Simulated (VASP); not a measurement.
Ga2O3: relaxation of cell and atoms with LDA

The system is Ga2O3.

```xyz
10
Lattice="6.1070 -1.5186 0.0000 6.1070 1.5186 0.0000 -1.3860 0.0000 5.6300" Properties=species:S:1:pos:R:3 pbc="T T T"
Ga    0.0041    0.0000    4.4736
Ga   10.8240    0.0000    1.1564
Ga    7.6096    0.0000    1.7679
Ga    3.2184    0.0000    3.8621
O     1.8570    0.0000    0.6182
O     8.9710    0.0000    5.0118
O     1.3361    0.0000    3.1708
O     9.4919    0.0000    2.4592
O     5.7013    0.0000    1.4447
O     5.1267    0.0000    4.1853
```

```yaml
Program: VASP 6.6.1
Task: relaxation of cell and atoms
Functional: LDA
Potentials_or_basis: VASP PAW LDA potentials, release 64 (Ga_d, O)
Cutoff: 600 eV
k_mesh: 10 × 10 × 6
Occupations: gaussian, width 0.03 eV
Spin: no spin polarisation
Further_INCAR_settings: ALGO = Normal; EDIFF = 1e-06; IBRION = 2; EDIFFG = -0.01; NSW = 90; ISIF = 3
```

| Property | Result |
| --- | --- |
| Relaxed volume | 10.29 Å³/atom |
| Relaxed cell | a = 6.263 Å, b = 6.263 Å, c = 5.763 Å, α = 103.30°, β = 103.30°, γ = 27.93° |
| Space group after relaxing (to 0.05 Å) | C2/m (No. 12) |
| Energy gained by relaxing | 1.4 meV/atom |
| Ionic steps | 18 |
| Pressure after relaxing | 0.0 GPa |
| Largest force after relaxing | 0.008 eV/Å |
| Band gap on the k mesh | 2.44 eV, indirect (least direct gap 2.47 eV) |

Forces in eV/Å, atoms in the order of the input:
```
Ga  -0.002  0.000 -0.003
Ga   0.002  0.000  0.003
Ga   0.002  0.000  0.002
Ga  -0.002  0.000 -0.002
O    0.000  0.000  0.003
O    0.000  0.000 -0.003
O   -0.004  0.000 -0.006
O    0.004  0.000  0.006
O   -0.005  0.000 -0.005
O    0.005  0.000  0.005
```

The path:
| step | energy change (eV) | largest force (eV/Å) | pressure (GPa) | volume (Å³) |
| --- | --- | --- | --- | --- |
| 1 | 0.0000 | 0.0953 | -2.65 | 104.42 |
| 2 | -0.0017 | 0.1723 | 2.65 | 101.84 |
| 3 | -0.0119 | 0.0851 | 0.05 | 103.08 |
| 4 | -0.0119 | 0.0845 | 0.09 | 103.05 |
| 5 | -0.0129 | 0.0593 | 0.02 | 103.02 |
| 6 | -0.0129 | 0.0599 | 0.02 | 103.02 |
| 7 | -0.0133 | 0.0374 | -0.06 | 103.02 |
| 8 | -0.0134 | 0.0512 | -0.10 | 103.03 |
| 9 | -0.0137 | 0.0204 | 0.00 | 102.97 |
| 10 | -0.0137 | 0.0239 | 0.05 | 102.94 |
| 11 | -0.0137 | 0.0265 | 0.05 | 102.93 |
| 12 | -0.0138 | 0.0232 | -0.06 | 102.94 |
| 13 | -0.0139 | 0.0236 | -0.11 | 102.96 |
| 14 | -0.0139 | 0.0213 | -0.01 | 102.93 |
| 15 | -0.0140 | 0.0185 | 0.01 | 102.89 |
| 16 | -0.0140 | 0.0322 | 0.16 | 102.79 |
| 17 | -0.0140 | 0.0200 | 0.01 | 102.86 |
| 18 | -0.0141 | 0.0075 | 0.04 | 102.86 |

Final structure:
```xyz
10
Lattice="6.0782 -1.5113 0.0072 6.0782 1.5113 0.0072 -1.3728 0.0000 5.5972" Properties=species:S:1:pos:R:3 pbc="T T T"
Ga    0.0121    0.0000    4.4524
Ga   10.7713    0.0000    1.1591
Ga    7.5784    0.0000    1.7693
Ga    3.2051    0.0000    3.8422
O     1.8685    0.0000    0.6150
O     8.9150    0.0000    4.9965
O     1.3326    0.0000    3.1473
O     9.4509    0.0000    2.4642
O     5.6846    0.0000    1.4390
O     5.0988    0.0000    4.1725
```

Levels at points of the mesh, in eV from the valence-band top:
| k point | band 42 | band 43 | band 44 | band 45 | band 46 | band 47 |
| --- | --- | --- | --- | --- | --- | --- |
| (0.00, 0.00, 0.00) | -0.52 | -0.30 | -0.02 | 2.44 | 5.62 | 6.60 |
| (0.50, 0.00, 0.00) | -0.75 | -0.48 | -0.12 | 5.54 | 6.48 | 7.20 |
| (0.50, 0.50, 0.00) | -0.69 | -0.42 | -0.17 | 4.57 | 4.85 | 5.64 |
| (0.00, 0.00, 0.50) | -0.67 | -0.51 | -0.31 | 4.80 | 4.89 | 6.73 |
| (0.50, 0.00, 0.50) | -1.12 | -0.77 | -0.69 | 6.87 | 6.89 | 7.76 |
| (0.50, 0.50, 0.50) | -0.62 | -0.62 | -0.02 | 5.21 | 5.28 | 6.26 |

Wall time 36 min on 4 MPI ranks on Intel(R) Xeon(R) 6975P-C (Granite Rapids) (shared host), peak memory 0.91 GiB a rank.

A k mesh can miss the band edges. Zero-point motion and thermal expansion aren't in these numbers.
